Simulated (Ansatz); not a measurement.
# (110) slab of zincblende AlN, 13.9 Å thick as cut, bare faces, part 2 of 2

Ansatz 0.2.0, PAW. The steps go on from the part before.

### 3 HSE06 single point

in.yaml reads:

```yaml
crystal:
  lattice:
    - [2.188861, -2.188861, 0.000000]
    - [0.000000, 0.000000, 4.377722]
    - [-19.042262, -19.042262, 0.000000]
  atoms:
    - { symbol: Al, position: [0.001782, 0.003504, 0.702788] }
    - { symbol: Al, position: [0.001910, 0.003595, 0.471163] }
    - { symbol: Al, position: [0.001812, 0.961044, 0.248616] }
    - { symbol: Al, position: [0.001848, 0.004142, 0.586222] }
    - { symbol: Al, position: [0.001944, 0.003273, 0.356602] }
    - { symbol: Al, position: [0.501814, 0.503189, 0.643102] }
    - { symbol: Al, position: [0.501928, 0.504182, 0.413484] }
    - { symbol: Al, position: [0.501744, 0.460989, 0.751083] }
    - { symbol: Al, position: [0.501884, 0.503593, 0.528534] }
    - { symbol: Al, position: [0.501882, 0.503573, 0.296916] }
    - { symbol: N, position: [0.001817, 0.252620, 0.643681] }
    - { symbol: N, position: [0.001915, 0.254075, 0.413690] }
    - { symbol: N, position: [0.001759, 0.261627, 0.758112] }
    - { symbol: N, position: [0.001877, 0.253700, 0.528589] }
    - { symbol: N, position: [0.001872, 0.257107, 0.298394] }
    - { symbol: N, position: [0.501845, 0.754059, 0.585997] }
    - { symbol: N, position: [0.501936, 0.752661, 0.356018] }
    - { symbol: N, position: [0.501783, 0.757078, 0.701300] }
    - { symbol: N, position: [0.501902, 0.753709, 0.471095] }
    - { symbol: N, position: [0.501827, 0.761653, 0.241596] }
kpoints:
  mp_grid: { grid: [4, 3, 1] }
hamiltonian:
  xc: hse06
scf:
  occupations: { method: fermi_dirac, width: 0.01 }
output:
  forces: true
  eigenvalues: true
  populations: true
  eigenstates: { kpoints: [[0, 0, 0]], e_range: [-4.0, 4.0], localisation: true }
  write_density: true
  write_potential: true
  elf: true
  volumetric_format: npy
```

Run with:

```
> ansatz run in.yaml --threads 8 --pin off --max-ram 17100MiB --runs-dir r --events-out ev --progress --plain
```

Standard output:

```text
Pseudopotentials: kind: paw
Functional definition: HSE06
  parameter a = 0.25
  parameter omega = 0.11/bohr
  exchange = pbe_x - a*pbe_x_sr(omega) + a*exact_x_sr(omega)
  correlation = pbe_c
Crystal: 20 atoms, lattice volume = 364.934 Å³
Basis set: ecut = 420 eV, 7091 PW (Γ), exchange–correlation on 48×60×384 points (8 copies of the dense FFT grid, shifted against one another)
Bands: 60, of which v1, the nominal top of the filled ones, is band 40 counted from 1 (39 counted from 0)
Symmetry: 1 space group operations
Space group: P1 (ITA 1), of the structure as read, at distance tolerance 7.1e-5 Å
k-points: 7 of 12 (time reversal used)
Non-local potential: Al, projectors of the file, l = 0: 2, l = 1: 2, l = 2: 1
Non-local potential: N, projectors of the file, l = 0: 2, l = 1: 2, l = 2: 1
PAW form: soft (Blöchl's): semilocal exchange-correlation on the pseudo side does not see the compensation charge
PAW frozen core: Al, regenerated for the run's functional, and the local potential with it (the file was generated under x = pbe(κ = 0.804, μ = 0.2195149727645171), c = pbe(β = 0.06672455060314922))
PAW frozen core: N, regenerated for the run's functional, and the local potential with it (the file was generated under x = pbe(κ = 0.804, μ = 0.2195149727645171), c = pbe(β = 0.06672455060314922))
PAW one-centre angular grid: Al, 110 points (default); XC on 64 Gauss nodes
PAW one-centre angular grid: N, 110 points (default); XC on 64 Gauss nodes
Initial density: superposition of atomic densities (neutral atoms: chi_scale 0, normalization atom), corrected by the library's trained network
Initial wavefunctions: pseudopotential atomic-orbital guess
Functional: x = pbe(κ = 0.804, μ = 0.2195149727645171), c = pbe(β = 0.06672455060314922), warm-up for x = pbe(κ = 0.804, μ = 0.2195149727645171) + 0.25 (exact − pbe) at short range (hse, ω = 0.20786987370883472 Å⁻¹), c = pbe(β = 0.06672455060314922); HSE06 as pw.x's `hse` composes it (authors' and Libxc's form: `xc: wpbeh`)
SCF iter   1: F=—  HF=-9238.123136 eV  |F-HF|=—  |Δ(HF+E_count)|=         —  Δρ=1.65e-3  dr2=9.71e-3  ethr=1.77e-3  ⟨swp⟩=12.7  Hψ=2630  notcnv=0
preconditioner: auto → none  [insulator: Δε(μ)=2.772 eV  Ē_g=12.233 eV  σ=0.010 eV  W_gap=1.00  n_scr=54 (ndim 8)  ℏωp=17.4 eV  f_vac=0.375  D(μ)=0.00/eV (n_scr^D=0)]
SCF iter   2: F=—  HF=-9238.126585 eV  |F-HF|=—  |Δ(HF+E_count)|=   3.45e-3  Δρ=9.05e-4  dr2=4.09e-3  ethr=1.21e-5  ⟨swp⟩=9.0  Hψ=1628  notcnv=0  defer=12
SCF iter   3: F=—  HF=-9238.126834 eV  |F-HF|=—  |Δ(HF+E_count)|=   2.49e-4  Δρ=4.69e-4  dr2=1.73e-3  ethr=5.11e-6  ⟨swp⟩=7.9  Hψ=1344  notcnv=0  defer=14
SCF iter   4: F=-9238.126984 eV  HF=-9238.126991 eV  |F-HF|=7.03e-6  |Δ(HF+E_count)|=   1.57e-4  Δρ=2.91e-4  dr2=3.27e-4  ethr=2.17e-6  ⟨swp⟩=6.9  Hψ=1213  notcnv=0  defer=16
SCF 1 stopped early in 4 iterations: F = -9238.126984 eV  dr2 = 3.27e-4
Initial density: handed on by an earlier stage of this run
Initial wavefunctions: those handed on with the density
Functional: x = pbe(κ = 0.804, μ = 0.2195149727645171) + 0.25 (exact − pbe) at short range (hse, ω = 0.20786987370883472 Å⁻¹), c = pbe(β = 0.06672455060314922); HSE06 as pw.x's `hse` composes it (authors' and Libxc's form: `xc: wpbeh`)
Exchange kernel: α = 0.2500, screened, ω = 0.2079 Å⁻¹, Wigner–Seitz truncation, v(0) = 1012.5175 eV·Å³, q-mesh 4×3×1, nearest image of the exchange supercell L = 12.38 Å, pair-density grid 15×24×128, without the augmentation charges, whose exchange is taken in its separable form by FFT convolution over the k-point mesh (sized by the pseudopotential files, 24×30×192 at the most), smooth part of the [...]
Frozen-core exchange: fock
SCF iter   1: F=—  HF=-9242.409220 eV  |F-HF|=—  |Δ(HF+E_count)|=         —  Δρ=4.88e-3  dr2=5.71e-2  ethr=4.09e-6  ⟨swp⟩=15.0  Hψ=2573  notcnv=0
preconditioner: auto → none  [insulator: Δε(μ)=4.056 eV  Ē_g=14.113 eV  σ=0.010 eV  W_gap=1.00  n_scr=54 (ndim 8)  ℏωp=17.4 eV  f_vac=0.376  D(μ)=0.00/eV (n_scr^D=0)]
SCF iter   2: F=—  HF=-9242.389648 eV  |F-HF|=—  |Δ(HF+E_count)|=   1.96e-2  Δρ=2.41e-3  dr2=1.32e-2  ethr=4.09e-6  ⟨swp⟩=7.1  Hψ=1509  notcnv=0  defer=15
SCF iter   3: F=—  HF=-9242.416966 eV  |F-HF|=—  |Δ(HF+E_count)|=   2.73e-2  Δρ=1.14e-3  dr2=8.25e-3  ethr=4.09e-6  ⟨swp⟩=6.4  Hψ=1563  notcnv=0  defer=12
SCF iter   4: F=—  HF=-9242.415162 eV  |F-HF|=—  |Δ(HF+E_count)|=   1.80e-3  Δρ=4.71e-4  dr2=2.19e-3  ethr=4.09e-6  ⟨swp⟩=6.4  Hψ=1446  notcnv=0  defer=21
iter 5 solved again at ethr=1.10e-7 eV; its pass at ethr=2.50e-6 eV (dr2=8.80e-5 eV) is discarded
SCF iter   5: F=—  HF=-9242.414621 eV  |F-HF|=—  |Δ(HF+E_count)|=   5.40e-4  Δρ=1.42e-4  dr2=1.24e-4  ethr=1.10e-7  ⟨swp⟩=4.1  Hψ=1874  notcnv=0  defer=8
SCF iter   6: F=—  HF=-9242.414907 eV  |F-HF|=—  |Δ(HF+E_count)|=   2.86e-4  Δρ=8.65e-5  dr2=3.63e-5  ethr=1.07e-7  ⟨swp⟩=5.3  Hψ=1194  notcnv=0  defer=15
SCF iter   7: F=-9242.414899 eV  HF=-9242.414900 eV  |F-HF|=3.60e-7  |Δ(HF+E_count)|=   6.99e-6  Δρ=2.48e-5  dr2=5.55e-6  ethr=4.15e-8  ⟨swp⟩=3.6  Hψ=766  notcnv=0  defer=8
SCF 2 stopped early in 7 iterations: F = -9242.414899 eV  dr2 = 5.55e-6
  Residual-converged pass: ⟨swp⟩=5.0  Hψ=1258  notcnv=0  max |occ|·‖R‖ = 6.4e-6 eV (tolerance 6.7e-6 eV)  dr2=5.41e-6  dr2_onsite=2.90e-7  max |Δocc| = 0.0e0
hybrid outer 1: dexx = +3.206e-2 eV, tail = 4.37e-5 eV
SCF iter   1: F=—  HF=-9242.414814 eV  |F-HF|=—  |Δ(HF+E_count)|=         —  Δρ=3.54e-5  dr2=6.32e-6  ethr=2.73e-7  ⟨swp⟩=11.9  Hψ=1280  notcnv=0
preconditioner: auto → none  [insulator: Δε(μ)=4.028 eV  Ē_g=14.062 eV  σ=0.010 eV  W_gap=1.00  n_scr=54 (ndim 8)  ℏωp=17.4 eV  f_vac=0.378  D(μ)=0.00/eV (n_scr^D=0)]
SCF iter   2: F=—  HF=-9242.414813 eV  |F-HF|=—  |Δ(HF+E_count)|=   1.10e-6  Δρ=1.13e-5  dr2=7.07e-7  ethr=6.80e-9  ⟨swp⟩=3.9  Hψ=882  notcnv=0
SCF iter   3: F=—  HF=-9242.414813 eV  |F-HF|=—  |Δ(HF+E_count)|=   9.40e-8  Δρ=4.42e-6  dr2=9.39e-8  ethr=8.11e-10  ⟨swp⟩=3.7  Hψ=761  notcnv=0
SCF iter   4: F=—  HF=-9242.414813 eV  |F-HF|=—  |Δ(HF+E_count)|=   3.65e-7  Δρ=2.46e-6  dr2=3.37e-8  ethr=4.16e-11  ⟨swp⟩=6.4  Hψ=1519  notcnv=0  defer=24
SCF iter   5: F=-9242.414813 eV  HF=-9242.414813 eV  |F-HF|=1.45e-9  |Δ(HF+E_count)|=   6.36e-9  Δρ=8.81e-7  dr2=2.43e-9  ethr=3.72e-11  ⟨swp⟩=4.6  Hψ=901  notcnv=0  defer=11
SCF 3 converged in 5 iterations: F = -9242.414813 eV  dr2 = 2.43e-9
  Residual-converged pass: ⟨swp⟩=3.6  Hψ=977  notcnv=0  max |occ|·‖R‖ = 1.3e-6 eV (tolerance 1.4e-6 eV)  dr2=2.67e-9  dr2_onsite=1.46e-10  max |Δocc| = 0.0e0
[... from here the SCF cycle lines were not kept, up to the last twenty ...]
hybrid outer 2: dexx = +4.223e-7 eV, tail = 1.31e-8 eV, Δε = 1.75e-3 eV (about 3.55e-5 eV left of the loop's levels), ΔF = 3.34e-3 eV/Å (tail 2.89e-4)
NSCF: frozen V_eff on 1 k-points
hybrid SCF converged: 2 outer / 12 inner (+4 warm-up), last move |dexx| = 4.22e-7 eV, tail = 1.31e-8 eV
Stability not checked: this state was not tested for a lower state beside it, because the functional holds exact exchange (a hybrid, or Hartree-Fock), whose exchange loop this test does not read (fock_operator; see scf.lower_state_search)
Free energy (F): -9242.414813 eV
Harris-Foulkes:  -9242.414813 eV  (|F-HF|=1.45e-9)
Internal energy: -9242.414813 eV  (E = F + TS)
E sigma→0 (E₀):  -9242.414813 eV
Fermi energy:    2.998786 eV
--- Per-component energies (eV) ---
  E_band       = -390.334134
  E_kinetic    = 1591.415483
  E_local      = -37419.907715  (includes V_loc(G=0)·N_el)
  E_nonlocal   = 543.975628
  E_hartree    = 18158.001956
  E_xc         = -823.163992
  E_vxc        = -865.436378  (∫ρ·V_xc dr)
  E_exx        = -178.076497  (= α·E_x^exact, valence–valence)
  E_paw        = -5968.592409  (= ΣΔE_a)
  E_vpaw       = -200.233242  (= ΣTr[D̂ρ^β])
  E_aug_tail   = 0.000959  (compensation charges beyond the density's cutoff)
  E_ewald      = 14854.601727
  E_core_change = -0.669947  (= ΣΔE_core)
  E_smearing   = -0.000000  (= −TS)
  E_closure    = -0.000006  (closes the sum)
  Σ components = -9242.414813   (vs F -9242.414813, Δ=-1.82e-12)
--- Forces (eV/Å), atoms counted from 1 ---
  atom   1  Al    -0.01652020    -0.01650054    -0.02782869
  atom   2  Al     0.00113682     0.00173466    -0.00505809
  atom   3  Al    -0.01519719    -0.01766679    -0.15185350
  atom   4  Al     0.00572690     0.00588210    -0.01266381
  atom   5  Al    -0.01538359    -0.01416626    -0.00166845
  atom   6  Al     0.02079004     0.02058342     0.00381381
  atom   7  Al     0.00211588     0.00286113    -0.01490438
  atom   8  Al     0.01702547     0.01487368    -0.14982796
  atom   9  Al     0.00451394     0.00503189    -0.00558781
  atom  10  Al     0.01667251     0.01751466    -0.03123183
  atom  11  N     -0.00125387    -0.00108178     0.02592550
  atom  12  N     -0.00026021    -0.00119535     0.00281056
  atom  13  N      0.11990449     0.12137798     0.20118783
  atom  14  N     -0.00752457    -0.00788980     0.00868563
  atom  15  N      0.02547051     0.02487750    -0.03933511
  atom  16  N     -0.00749011    -0.00772492     0.00017556
  atom  17  N     -0.00212780    -0.00186143     0.02685295
  atom  18  N     -0.02800940    -0.02785546    -0.04220051
  atom  19  N     -0.00082685    -0.00125870     0.00920241
  atom  20  N     -0.11874173    -0.11756563     0.20352618
  max |Σ_I F_I| component: 2.96e-5 eV/Å
--- Band table (eV; the first three rows and the last of 7) ---
  k-point 0: bands = ["-15.8469", "-15.5889", "-15.1848", "-14.6448", "-14.0102", "-13.4667", "-13.1794", "-13.1168", "-12.9385", "-12.9298", "-4.7231", "-4.4400", "-4.1333", "-4.1313", "-3.9911", "-3.4672", "-3.3554", "-3.1775", "-2.4764", "-2.4030", "-2.3003", "-1.5547", "-1.4194", "-1.3784", "-1.2872", "-1.2599", "-1.0033", "-0.6469", "-0.6448", "-0.4509", "-0.2385", "0.0120", "0.0667", "0.2092", "0.2251", "0.3416", "0.4244", "0.4488", "0.6690", "0.6951", "5.0066", "5.1111", "5.3025", "5.9954", "6.6488", "6.9587", "7.3803", "7.4925", "8.1014", "8.2344", "8.7333", "9.2643", "9.4294", "10.2587", "10.7265", "10.9733", "11.3350", "11.3562", "11.7455", "11.8601"]
  k-point 1: bands = ["-15.2975", "-15.0708", "-14.7298", "-14.3063", "-13.9581", "-13.8951", "-13.8013", "-13.7065", "-13.3030", "-13.2955", "-5.3751", "-5.3687", "-4.7959", "-4.7393", "-4.1184", "-3.9542", "-3.6326", "-2.8937", "-2.0946", "-1.5406", "-1.3542", "-1.2797", "-1.0351", "-1.0178", "-0.8923", "-0.6928", "-0.6280", "-0.4246", "-0.3361", "-0.2503", "-0.1433", "-0.1007", "-0.0637", "-0.0157", "0.0038", "0.0353", "0.0459", "0.0575", "0.6476", "0.6562", "5.9407", "5.9473", "6.7967", "7.2987", "7.9629", "8.0163", "8.2522", "8.4388", "8.7552", "8.9084", "9.2529", "9.2830", "9.7038", "9.9406", "10.0922", "10.6866", "10.8238", "11.1536", "11.4423", "11.5517"]
  k-point 2: bands = ["-15.2327", "-14.9946", "-14.6287", "-14.1513", "-13.6116", "-13.2026", "-13.1152", "-13.0799", "-12.7857", "-12.7780", "-4.0943", "-4.0448", "-4.0319", "-3.7918", "-3.5700", "-3.5611", "-3.3501", "-3.1859", "-3.1770", "-2.9112", "-2.6598", "-2.4463", "-2.3061", "-1.9991", "-1.9567", "-1.9412", "-1.8955", "-1.6259", "-1.4312", "-1.2003", "-1.0191", "-1.0032", "-0.7505", "-0.7302", "-0.5031", "-0.3988", "-0.2968", "0.0630", "0.6983", "0.7331", "6.0341", "6.0414", "6.9272", "7.0265", "7.2062", "7.3506", "7.5467", "7.6436", "7.8640", "8.0558", "8.2600", "8.6391", "9.5252", "10.0938", "10.6317", "11.6637", "11.9473", "11.9575", "12.3330", "12.3770"]
  k-point 6: bands = ["-13.7986", "-13.7947", "-13.6299", "-13.6294", "-13.4014", "-13.4012", "-13.1841", "-13.1837", "-12.5950", "-12.5875", "-5.4593", "-5.4576", "-5.1841", "-5.1840", "-4.7401", "-4.7391", "-4.2689", "-4.2657", "-3.9597", "-3.9539", "-2.5768", "-2.5758", "-2.4253", "-2.4237", "-1.8053", "-1.8046", "-1.6549", "-1.6548", "-1.1710", "-1.1695", "-0.9273", "-0.9269", "-0.6407", "-0.6395", "-0.5082", "-0.5079", "-0.2379", "-0.2336", "0.9727", "0.9802", "6.4375", "6.4446", "7.2482", "7.2491", "7.7453", "7.7466", "8.4922", "8.4924", "9.3493", "9.3501", "9.7169", "9.7208", "10.9245", "10.9259", "11.3101", "11.3110", "11.6275", "11.6285", "11.8971", "11.9008"]
--- Löwdin populations: 20 sites ---
  site symbol       q [e]
     0     Al      1.8977
     1     Al      1.8909
     2     Al      1.7752
     3     Al      1.8920
     4     Al      1.8991
     5     Al      1.8992
     6     Al      1.8920
     7     Al      1.7752
     8     Al      1.8909
     9     Al      1.8976
    10      N      6.0415
    11      N      6.0425
    12      N      6.0842
    13      N      6.0426
    14      N      6.0629
    15      N      6.0425
    16      N      6.0415
    17      N      6.0629
    18      N      6.0426
    19      N      6.0843
  spilling = 0.009286 (of n_electrons = 80.000000)
```

It took 38 s on 8 threads of Intel Xeon 6975P-C, shared host; peak memory 4.6 GiB.

Top filled level 0.980 eV, lowest empty level 5.007 eV: 4.03 eV apart at a 4×3×1 mesh.

On these atoms HSE06 leaves forces up to 0.26 eV/Å (on N13), as they were relaxed at another level of theory (and may have been on other k points).

Planar mean of the electrostatic potential energy along c, from the vacuum level:

```tsv
z (Å)	v (eV)
0.00	0.00
0.42	0.00
0.84	0.00
1.40	0.00
1.82	0.00
2.24	0.00
2.66	0.00
3.23	0.00
3.65	0.00
4.07	-0.02
4.49	-0.06
5.05	-0.34
5.47	-1.18
5.89	-4.32
6.31	-10.19
6.87	-9.80
7.29	-8.74
7.71	-10.94
8.14	-11.80
8.70	-7.20
9.12	-8.70
9.54	-11.70
9.96	-9.82
10.38	-7.34
10.94	-11.17
11.36	-11.02
11.78	-7.59
12.20	-8.77
12.76	-11.69
13.18	-8.67
13.61	-7.70
14.03	-11.09
14.59	-9.96
15.01	-7.22
15.43	-9.97
15.85	-11.74
16.41	-7.78
16.83	-8.67
17.25	-11.65
17.67	-9.97
18.09	-6.88
18.65	-11.02
19.08	-11.68
19.50	-9.26
19.92	-9.03
20.48	-11.03
20.90	-6.35
21.32	-1.74
21.74	-0.51
22.30	-0.10
22.72	-0.03
23.14	-0.01
23.56	0.00
24.12	0.00
24.55	0.00
24.97	0.00
25.39	0.00
25.95	0.00
26.37	0.00
26.79	0.00
```

The top filled level lies 6.44 eV and the lowest empty level 2.42 eV below the vacuum level.

Density in a lattice plane of the grid's cell (edges 4.38 and 26.93 Å, at 0.002 of the third edge), which holds Al and N.

Ten even steps from '0' (0.00 e/Å³) to '9' (3.14 e/Å³):
```
000000
000000
000000
000000
079100
000000
088100
000000
043000
022000
011000
066000
000000
199100
000000
000000
000000
000000
000000
000000
```
Columns run along the first of these edges and rows up along the second, over one cell in 6 and 20 even steps from the bottom left corner. Atoms in the plane (fractional): Al at (0.00, 0.70), Al at (0.00, 0.47), Al at (0.96, 0.25), Al at (0.00, 0.59), Al at (0.00, 0.36), N at (0.25, 0.64), N at (0.25, 0.41), N at (0.26, 0.76), N at (0.25, 0.53), N at (0.26, 0.30).

ELF in the same plane.

Ten even steps from ' ' (0.00) to '@' (0.87):
```
            
            
            
++%%##==    
%%%%++##..  
  ....      
####**##    
  **==    ..
**@@%%==  ..
==@@%%::  ..
  @@**..  ..
##%%##**    
  ::..      
##**++##  ..
  ##==  ..  
..        ..
            
            
            
            
```
Columns run along the first of these edges and rows up along the second, over one cell in 6 and 20 even steps from the bottom left corner. Atoms in the plane (fractional): Al at (0.00, 0.70), Al at (0.00, 0.47), Al at (0.96, 0.25), Al at (0.00, 0.59), Al at (0.00, 0.36), N at (0.25, 0.64), N at (0.25, 0.41), N at (0.26, 0.76), N at (0.25, 0.53), N at (0.26, 0.30).

Both are smooth fields of the valence electrons: close to the nuclei they are not physical.

Outside the cores ELF peaks at 0.90 on the N–Al line, 0.8 Å from N; 0.87 beside N, off the lines to its neighbours, 0.8 Å from N; 0.83 in the shell around N, 0.7 Å from N.

### 4 What came out

This closing draws on all 2 parts.

| level | time | k points | top filled to lowest empty (eV) | top filled below vacuum (eV) |
| --- | --- | --- | --- | --- |
| PBEsol, relaxation | 11 s (8 CPU threads) | 6×4×1 | 2.77 | 5.72 |
| HSE06 | 38 s (8 CPU threads) | 4×3×1 | 4.03 | 6.44 |

```
     quantity                             value
   relaxation  5 recorded steps, 1.14 eV gained
largest shift                      0.29 Å (Al3)
   mean bonds                      Al–N 1.883 Å
```

Relaxation gains 1.14 eV, with shifts up to 0.29 Å (Al3). Rows on different k points differ by sampling as well as by level.
